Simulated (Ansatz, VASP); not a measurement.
Zn: VASP beside Ansatz

```xyz
1
Lattice="-1.4856 1.5056 1.5056 1.4856 -1.5056 1.5056 1.4856 1.5056 -1.5056" Properties=species:S:1:pos:R:3 pbc="T T T"
Zn    0.0000    0.0000    0.0000
```

Change from the starting cell: normal strain along x -0.0133, normal strain along z +0.0000.

Alike in both runs: task single point; functional LDA; k mesh 20 × 20 × 20; occupations gaussian, width 0.15 eV; no spin polarisation.

|  | VASP | Ansatz |
| --- | --- | --- |
| version | VASP 6.6.1 | Ansatz 0.2.0 |
| potentials or method | VASP PAW LDA potentials, release 64 (Zn) | scalar-relativistic, plane waves, PAW |
| plane-wave cutoff (eV) | 520 | 520 |
| valence electrons in the cell | 12 | 12 |

Ansatz gave:

| Item | Value |
| --- | --- |
| gap on the k mesh at the Fermi level (eV) | none |
| pressure (GPa) | 1.4 |
| largest component of the traceless stress (GPa) | 0.50 |

Question: Estimate VASP's values.

Answer: gap on the k mesh at the Fermi level (eV): none; pressure (GPa): 2.0; largest component of the traceless stress (GPa): 0.48.

A gap of «none» marks a metal or a gap that the smearing closes.
